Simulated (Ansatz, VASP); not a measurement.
## Two plane-wave programs on W

```
W
1.0
     3.14113    1.81353    7.56246
    -3.14113    1.81353    7.56246
     0.00000   -3.62706    7.56246
W
12
Direct
  0.02611 0.61489 0.02611
  0.02611 0.02611 0.61489
  0.61489 0.02611 0.02611
  0.97389 0.38511 0.97389
  0.38511 0.97389 0.97389
  0.97389 0.97389 0.38511
  0.22735 0.63563 0.22735
  0.22735 0.22735 0.63563
  0.63563 0.22735 0.22735
  0.77265 0.36437 0.77265
  0.36437 0.77265 0.77265
  0.77265 0.77265 0.36437
```

Alike in both runs: functional r2SCAN; k mesh 3 × 3 × 3; occupations gaussian, width 0.1 eV; no spin polarisation.

Ansatz relaxed the structure, and its values are those at the end. VASP's run is a single point on that final structure, the one shown.

|  | VASP | Ansatz |
| --- | --- | --- |
| version | VASP 6.6.1 | Ansatz 0.2.0 |
| potentials or method | VASP PAW PBE potentials, release 64 (W_sv) | scalar-relativistic, plane waves, PAW |
| plane-wave cutoff (eV) | 520 | 500 |
| valence electrons in the cell | 168 | 168 |

```tsv
	VASP	Ansatz	Ansatz less VASP
gap on the k mesh at the Fermi level (eV)	none	none	-
pressure (GPa)	0.9	0.0	-0.88
rms of the force components (eV/Å)	0.038	0.010	-0.0271
```

A gap of «none» marks a metal or a gap that the smearing closes. The functional is the same, so the differences come from potentials, cutoffs and numerics.

Caveats: the k mesh is coarse (spacing up to 0.40 Å⁻¹), so the values aren't converged; the PAW data sets were made with another functional, which shifts forces and pressure a little (VASP). Spin-orbit coupling is left out, which matters for the levels of W.
